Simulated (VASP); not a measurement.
# Pd in VASP: notebook, part 2 of 2

VASP 6.6.1. Earlier steps stand in the parts before.

**4. Single point, PBEsol ((1 0 0) slab cut from the bulk)**

INCAR reads:

```
ALGO = Fast
DIPOL = 0.5 0.5 0.500
EDIFF = 1E-6
ENCUT = 520
GGA = PS
IDIPOL = 3
ISIF = 2
ISMEAR = 0
LASPH = T
LCHARG = T
LDIPOL = T
LELF = T
LREAL = F
LVACPOTAV = T
LVHAR = T
LWAVE = F
NBANDS = 44
NELM = 80
PREC = Accurate
SIGMA = 0.1
```

KPOINTS reads:

```
k-points
0
Gamma
  13 13 1
```

POSCAR reads:

```
Pd
1.0
    2.7400216570      0.0000000000      0.0000000000
    0.0000000000      2.7400216570      0.0000000000
    0.0000000000      0.0000000000     26.6249273655
Pd
7
Direct
    0.5000000000      0.5000000000      0.2816909093
    0.0000000000      0.0000000000      0.3544606062
    0.5000000000      0.5000000000      0.4272303031
    0.0000000000      0.0000000000      0.5000000000
    0.5000000000      0.5000000000      0.5727696969
    0.0000000000      0.0000000000      0.6455393938
    0.5000000000      0.5000000000      0.7183090907
```

Potentials or basis: VASP PAW PBE potentials, release 64 (Pd).

Command:

```
> cat potpaw_PBE.64/Pd/POTCAR > POTCAR
> mpirun -np 1 vasp_std > vasp.out
```

OUTCAR:

```text
EDIFF = 1E-6
   ENCUT = 520
   GGA = PS
   ISIF = 2
   ISMEAR = 0
   LASPH = T
   LREAL = F
   NELM = 80
   PREC = Accurate

 ion  position               nearest neighbor table
   1  0.500  0.500  0.282-   2 2.74   2 2.74   2 2.74   2 2.74
   2  0.000  0.000  0.354-   1 2.74   1 2.74   1 2.74   1 2.74   3 2.74   3 2.74   3 2.74   3 2.74

   3  0.500  0.500  0.427-   4 2.74   4 2.74   4 2.74   4 2.74   2 2.74   2 2.74   2 2.74   2 2.74

   4  0.000  0.000  0.500-   3 2.74   5 2.74   3 2.74   5 2.74   3 2.74   5 2.74   3 2.74   5 2.74

   5  0.500  0.500  0.573-   4 2.74   4 2.74   4 2.74   4 2.74   6 2.74   6 2.74   6 2.74   6 2.74

   6  0.000  0.000  0.646-   5 2.74   7 2.74   5 2.74   7 2.74   5 2.74   7 2.74   5 2.74   7 2.74

   7  0.500  0.500  0.718-   6 2.74   6 2.74   6 2.74   6 2.74

  LATTYP: Found a simple tetragonal cell.
 ALAT       =     2.7400216570
 C/A-ratio  =     9.7170499720

  Lattice vectors:

 A1 = (   2.7400216570,   0.0000000000,   0.0000000000)
 A2 = (   0.0000000000,   2.7400216570,   0.0000000000)
 A3 = (   0.0000000000,   0.0000000000,  26.6249273655)

Analysis of symmetry for initial positions (statically):
[... 189 lines left out ...]
 E-fermi :   2.4468     XC(G=0):  -7.5447

 val. band max:        2.4450611787   @ k =   0.4615   0.3846   0.0000
 cond. band min:       2.4488367361   @ k =   0.3077   0.0769   0.0000
 fundamental gap:      0.0037755574
 Fermi energy:         2.4468106059

 k-point     1 :       0.0000    0.0000    0.0000
  band No.  band energies     occupation
      1      -4.6720      2.00000
      2      -4.0113      2.00000
      3      -3.1403      2.00000
      4      -2.9742      2.00000
      5      -2.7215      2.00000
      6      -2.7104      2.00000
[... 1117 lines left out ...]
     43       9.5936      0.00000
     44      10.4432      0.00000

 [... further k-points ...]
[... 5 lines left out ...]
  --------------------------------------------------------------------------------------
  -------------------------------------------------------------------------------------
  Total       -3.1029292     -3.1029292     -0.9290847      0.0000000      0.0000000      0.0000000
  in kB      -24.8705863    -24.8705863     -7.4467960      0.0000000      0.0000000      0.0000000
  external PRESSURE =     -19.0626562 kB  Pullay stress =       0.0000000 kB

 VOLUME and BASIS-vectors are now :
 -----------------------------------------------------------------------------
  energy-cutoff  :      520.00
  volume of cell :      199.89
      direct lattice vectors                 reciprocal lattice vectors
     2.740021657  0.000000000  0.000000000     0.364960619  0.000000000  0.000000000
     0.000000000  2.740021657  0.000000000     0.000000000  0.364960619  0.000000000
     0.000000000  0.000000000 26.624927365     0.000000000  0.000000000  0.037558788

 POSITION                                       TOTAL-FORCE (eV/Angst)
 -----------------------------------------------------------------------------------
      1.37001      1.37001      7.50000         0.000000      0.000000      0.165753
      0.00000      0.00000      9.43749         0.000000     -0.000000     -0.128901
      1.37001      1.37001     11.37498         0.000000      0.000000     -0.018140
      0.00000      0.00000     13.31246         0.000000      0.000000      0.000000
      1.37001      1.37001     15.24995        -0.000000      0.000000      0.018140
      0.00000      0.00000     17.18744         0.000000     -0.000000      0.128901
      1.37001      1.37001     19.12493         0.000000      0.000000     -0.165753
 -----------------------------------------------------------------------------------
    total drift:                                0.000000      0.000000     -0.000000

  FREE ENERGIE OF THE ION-ELECTRON SYSTEM (eV)
  ---------------------------------------------------
  free  energy   TOTEN  =       -39.9765464695 eV

  energy  without entropy=      -39.8975615092  energy(sigma->0) =      -39.93705399

 vacuum level on the upper side and lower side of the slab         7.697         7.697
```

OSZICAR:

```text
N       E                     dE             d eps       ncg     rms          rms(c)
DAV:   1     0.469540859414E+03    0.46954E+03   -0.34149E+04  2464   0.144E+03
DAV:   2    -0.234511039249E+02   -0.49299E+03   -0.46872E+03  2728   0.321E+02
DAV:   3    -0.419621011089E+02   -0.18511E+02   -0.17485E+02  2844   0.601E+01
[... 17 lines left out ...]
RMM:  21    -0.399764796612E+02   -0.27165E-04   -0.62159E-06  1985   0.548E-03    0.377E-03
RMM:  22    -0.399765096616E+02   -0.30000E-04   -0.15034E-06  1714   0.365E-03    0.570E-03
RMM:  23    -0.399765329541E+02   -0.23293E-04   -0.12740E-06  1602   0.244E-03    0.405E-03
RMM:  24    -0.399765425783E+02   -0.96242E-05   -0.67650E-07  1113   0.166E-03    0.559E-04
RMM:  25    -0.399765456944E+02   -0.31162E-05   -0.29795E-07  1023   0.137E-03    0.425E-04
RMM:  26    -0.399765464695E+02   -0.77501E-06   -0.78343E-08   603   0.982E-04
   1 F= -.39976546E+02 E0= -.39937054E+02  d E =-.789850E-01
```

Run time: 6.8 min. Hardware: 1 thread of Intel Xeon Platinum 8259CL at 2.50GHz (Skylake/Cascade Lake), shared host; peak memory 0.37 GiB.

Results:

```yaml
Free_energy: -39.9765 eV
Largest_force: 0.166 eV/Å
Band_gap_on_the_k_mesh: none (metal or under the smearing width)
Work_function_of_the_upper_face: 5.25 eV
Work_function_of_the_lower_face: 5.25 eV
```

Forces on the atoms (eV/Å):
```
Pd   0.000  0.000  0.166
Pd   0.000  0.000 -0.129
Pd   0.000  0.000 -0.018
Pd   0.000  0.000  0.000
Pd   0.000  0.000  0.018
Pd   0.000  0.000  0.129
Pd   0.000  0.000 -0.166
```

Levels at points of the mesh, in eV from the Fermi level:
```csv
k point,band 32,band 33,band 34,band 35,band 36,band 37,band 38,band 39
"(0.00, 0.00, 0.00)",-0.62,-0.50,-0.24,-0.08,-0.08,-0.02,0.01,0.22
```

Caveat: the PAW data sets were made with another functional, which shifts forces and pressure a little.

**5. Summary**

```tsv
cell	k mesh	further INCAR settings	gap on the mesh (eV)	largest force (eV/Å)	work function (eV)
(1 1 1) slab, atoms relaxed	15 × 15 × 1	ALGO = Fast; EDIFF = 1e-06; NBANDS = 39	none	0.02	-
(1 1 1) slab cut from the bulk	15 × 15 × 1	ALGO = Fast; EDIFF = 1e-07; NBANDS = 39	none	0.09	5.35
(1 0 0) slab cut from the bulk	13 × 13 × 1	ALGO = Fast; EDIFF = 1e-06; NBANDS = 44	none	0.17	5.25
```

Alike in all rows: task single point; level PBEsol; potentials or basis VASP PAW PBE potentials, release 64 (Pd); no spin polarisation; cutoff (eV) 520; smearing gaussian 0.1 eV.

Caveats: the PAW data sets were made with another functional, which shifts forces and pressure a little.

Total energies depend on the potentials used, so only differences within one code and one set of settings carry meaning.
